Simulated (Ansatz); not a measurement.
Consider a crystal of NaH in space group P6_3/mmc (No. 194), with Na on 4f; H on 2a and 2d. The guess for NaH was made by a generator: 6-connected net, two elements alternating.

Theory: Ansatz, DFT PBE, scalar-relativistic, plane waves, PAW. Cutoff 420 eV, Γ-centred mesh, Gaussian smearing, no spin polarisation.

The zero of energy is the elements' standard structures at the same level (H₂ as a molecule); no fitted shifts are applied.

**Question.** Give the relaxed lattice parameters and positions.

**Answer.**

Space group P6_3/mmc (No. 194). a = 3.377 Å, b = 3.377 Å, c = 11.490 Å, α = 90.00°, β = 90.00°, γ = 120.00°
| atom | site | symmetry | x | y | z |
| --- | --- | --- | --- | --- | --- |
| Na | 4f | 3m. | 0.6667 | 0.3333 | 0.8781 |
| H | 2a | -3m. | 0.0000 | 0.0000 | 0.0000 |
| H | 2d | -6m2 | 0.6667 | 0.3333 | 0.2500 |

Around Na lie 6 H at 2.40–2.44 Å; H on a site of symmetry -3m has 6 Na at 2.40 Å; H on a site of symmetry -6m2 is surrounded by 6 Na at 2.44 Å. Another local minimum with the same sites may exist.

**Question.** And its energy and gap?

**Answer.** The formation energy is −0.173 eV/atom. The gap on the 12×12×2 mesh of the 8-atom cell is 3.53 eV. Whether it is stable depends on the other phases of the system, which aren't compared here.

The last run used Gaussian smearing of 0.02 eV. Kohn–Sham gaps at this level usually fall short of measured ones. With hydrogen, zero-point motion can shift formation energies by some tens of meV/atom. A later test with randomly moved atoms came back to the same energy, though modes that don't fit the test's cell weren't probed.
